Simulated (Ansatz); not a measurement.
Molecular dynamics of CaF2

input.yaml

```yaml
crystal:
  lattice:
    - [5.36515, 0.0, 0.0]
    - [0.0, 5.36515, 0.0]
    - [0.0, 0.0, 5.36515]
  atoms:
    - { symbol: Ca, position: [0.0, 0.0, 0.0] }
    - { symbol: F, position: [0.25, 0.25, 0.25] }
    - { symbol: F, position: [0.75, 0.75, 0.75] }
    - { symbol: Ca, position: [0.5, 0.5, 0.0] }
    - { symbol: F, position: [0.75, 0.75, 0.25] }
    - { symbol: F, position: [0.25, 0.25, 0.75] }
    - { symbol: Ca, position: [0.5, 0.0, 0.5] }
    - { symbol: F, position: [0.75, 0.25, 0.75] }
    - { symbol: F, position: [0.25, 0.75, 0.25] }
    - { symbol: Ca, position: [0.0, 0.5, 0.5] }
    - { symbol: F, position: [0.25, 0.75, 0.75] }
    - { symbol: F, position: [0.75, 0.25, 0.25] }
basis:
  ecutwfc: 420.0
kpoints:
  mp_grid: { grid: [2, 2, 2] }
hamiltonian:
  xc: pbesol
  pseudopotentials: { kind: paw, azcp: { folder: soft_1 } }
scf:
  occupations: { method: fermi_dirac, width: 0.3 }
  lower_state_search: "off"
md:
  timestep: 2.25
  n_steps: 250
  ensemble: nvt_langevin
  temperature: 3500.0
  initial_velocities: maxwell_boltzmann
  seed: 510495
  friction: 0.02
```

Launched with:

```bash
$ ansatz run input.yaml --threads 1 --pin off --max-ram 3072MiB --backend cpu --events-out ev --progress --plain --runs-dir out
```

It starts from a structure without forces on its atoms.

Output, in part (step lines):

```
md step     0: t =     0.00 fs  T =  3208.3 K  F+E_penalty+E_count = -13603.52982699 eV  E_kin = 4.976510 eV  (10 SCF iters)
md step     1: t =     2.25 fs  T =  3165.0 K  F+E_penalty+E_count = -13603.45242092 eV  E_kin = 4.909264 eV  (8 SCF iters)
md step     2: t =     4.50 fs  T =  2862.3 K  F+E_penalty+E_count = -13603.23707196 eV  E_kin = 4.439838 eV  (8 SCF iters)
md step     3: t =     6.75 fs  T =  2154.0 K  F+E_penalty+E_count = -13602.93294297 eV  E_kin = 3.341083 eV  (8 SCF iters)
md step     4: t =     9.00 fs  T =  1900.5 K  F+E_penalty+E_count = -13602.60782988 eV  E_kin = 2.947943 eV  (8 SCF iters)
md step     5: t =    11.25 fs  T =  1875.8 K  F+E_penalty+E_count = -13602.27801677 eV  E_kin = 2.909634 eV  (7 SCF iters)
md step     6: t =    13.50 fs  T =  2114.3 K  F+E_penalty+E_count = -13601.90955109 eV  E_kin = 3.279586 eV  (7 SCF iters)
md step     7: t =    15.75 fs  T =  1996.5 K  F+E_penalty+E_count = -13601.51377438 eV  E_kin = 3.096800 eV  (8 SCF iters)
[... lines left out ...]
md step   249: t =   560.25 fs  T =  4047.2 K  F+E_penalty+E_count = -13598.39076261 eV  E_kin = 6.277663 eV  (8 SCF iters)
md step   250: t =   562.50 fs  T =  3369.1 K  F+E_penalty+E_count = -13598.42421678 eV  E_kin = 5.225868 eV  (9 SCF iters)
```

The steps, from the saved trajectory:

```tsv
time (fs)	T (K)	potential energy less start (eV)
0	3208	0.000
18	1539	2.327
36	1709	3.020
54	2050	3.450
72	1653	3.635
90	3622	2.616
108	3614	3.948
126	4304	4.709
144	3052	5.340
162	3095	5.281
180	3286	4.676
198	3564	3.376
216	2922	4.841
234	3356	4.662
252	2783	5.714
270	2567	5.192
288	3227	4.329
306	2687	4.311
324	2898	4.727
342	4451	3.699
360	2609	5.671
378	3018	4.905
396	3471	4.827
414	2409	4.570
432	2387	3.587
450	1902	3.760
468	2852	4.423
486	3853	3.181
504	3332	2.720
522	2439	5.600
540	2902	6.635
558	3898	5.118
```

The run went to its last step. The mean temperature of the second half is 17 % below the set value. A run of 0.56 ps of so small a system gives no equilibrium averages. Limits of this set-up: coarse k mesh, PAW files made for another functional.

Mean squared displacements from the first frame to the last, about the centre of mass: Ca 0.23 Å², F 1.02 Å².

Last frame:

```xyz
12
Lattice="5.3651 0.0000 0.0000 0.0000 5.3651 0.0000 0.0000 0.0000 5.3651" Properties=species:S:1:pos:R:3
Ca -0.745 0.739 0.698
F 0.764 1.878 1.958
F 4.253 5.226 3.466
Ca 1.713 2.978 0.291
F 3.494 4.428 1.494
F 2.035 1.140 4.960
Ca 2.335 0.755 3.002
F 4.133 3.094 4.770
F 0.910 4.794 1.483
Ca -0.501 3.494 2.975
F 1.988 3.600 3.623
F 3.716 1.813 1.856
```

Run time: 17 min on 1 thread of Arm Neoverse V1, on a shared host, peak memory 0.41 GiB.
